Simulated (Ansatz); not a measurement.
# CdS under strain: 33S NMR of the central transition

Cell: a COD entry, relaxed with PBE at fixed cell and then changed (z stretched by 3 %, ions relaxed).

```
Cd S
1.0
     4.15000    0.00000    0.00000
    -2.07500    3.59401    0.00000
     0.00000    0.00000    6.93911
Cd S
2 2
Cartesian
  0.0000 2.3960 0.0152
  2.0750 1.1980 3.4848
  0.0000 2.3960 2.5869
  2.0750 1.1980 6.0565
```

Atom numbers follow the list; atoms alike are taken as one site, whose name carries the number of the first.

All values are calculated (Ansatz; DFT, PBE, plane waves and PAW, scalar-relativistic, 420 eV cutoff, Γ-centred 12×12×7 k-points, Fermi–Dirac smearing 0.02 eV), not measured.

33S has I = 3/2 and Q = -69.40 mb (Pyykkö 2018); at 18.8 T its Larmor frequency is ν₀ = 61.5 MHz. Only the quadrupole interaction is simulated: positions count from each site's isotropic chemical shift, and J coupling is left out, as are shift anisotropy and dipolar coupling, which fast spinning averages.

Question: Simulate the second-order pattern (fast magic-angle spinning, Gaussian broadening 0.07 kHz) of site S (4 Cd at 2.56–2.57 Å).

Answer: The calculation gives C_Q = -1.50 MHz and η = 0.00, so ν_Q = 0.750 MHz and the centre of gravity lies at -14.9 ppm (-0.914 kHz).

```tsv
offset (kHz)	height
-2.364	0
-2.270	4
-2.177	6
-2.084	6
-1.991	6
-1.897	6
-1.804	7
-1.711	7
-1.618	7
-1.524	9
-1.431	78
-1.338	74
-1.244	53
-1.151	47
-1.058	44
-0.965	43
-0.871	43
-0.778	44
-0.685	47
-0.592	53
-0.498	64
-0.405	100
-0.312	84
-0.219	1
```

An axis of threefold or higher order runs through S, so V_zz lies along it and η is zero.

Without spin–orbit coupling (the program notes it for Cd) the gradients can shift somewhat, as the gap is small.
